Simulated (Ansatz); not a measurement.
# SnO: the cost of one run

Method: DFT PBE, scalar-relativistic, plane waves, PAW, in Ansatz 0.2.0.

**1. The system as given**

Symmetry: Pmn2_1, No. 31, orthorhombic system. The conventional cell has a = 3.355 Å, b = 5.674 Å, c = 4.222 Å, α = 90.00°, β = 90.00°, γ = 90.00°. Sn (site symmetry m) is surrounded by 3 O at 2.15 to 2.16 Å. Around O (site symmetry m) lie 3 Sn at 2.15 to 2.16 Å.

As a file:

```xyz
4
Lattice="3.3550 0.0000 0.0000 0.0000 5.6741 0.0000 0.0000 0.0000 4.2220" Properties=species:S:1:pos:R:3 pbc="T T T"
Sn    0.0000    1.3159    2.1665
Sn    1.6775    4.3582    0.0555
O     0.0000    5.0570    3.1110
O     1.6775    0.6171    1.0000
```

The structure comes from the Materials Project (structure only).

**2. A change within the space group**

Against the listed cell: strain xx, yy, zz, yz, xz, xy = +2.8, +1.0, +1.6, +0.0, +0.0, +0.0 %; atoms moved by 0.25 Å root mean square, at most 0.32 Å.

input.yaml

```yaml
crystal:
  lattice:
    - [3.4496832411, 0.0, 0.0]
    - [0.0, 5.7319798608, 0.0]
    - [0.0, 0.0, 4.2904925731]
  atoms:
    - { symbol: Sn, position: [0.0, 0.2286251187, 0.4783465104] }
    - { symbol: Sn, position: [0.5, 0.7713748813, -0.0216534896] }
    - { symbol: O, position: [0.0, 0.8409413604, 0.7716544896] }
    - { symbol: O, position: [0.5, 0.1590586396, 0.2716544896] }
basis:
  ecutwfc: 420
kpoints:
  mp_grid: { grid: [8, 6, 6] }
hamiltonian:
  xc: pbe
scf:
  occupations: { method: gaussian, width: 0.02 }
output:
  forces: true
  stress: true
  eigenvalues: true
```

Run with:

```console
ansatz run input.yaml --threads 1 --pin off --max-ram 1331MiB --backend cpu --events-out ev --progress --plain --runs-dir out
```

Q: Estimate wall time and peak memory on 1 thread of an x86-64 CPU, shared host.

About 25 s, with a peak of 0.41 GiB.
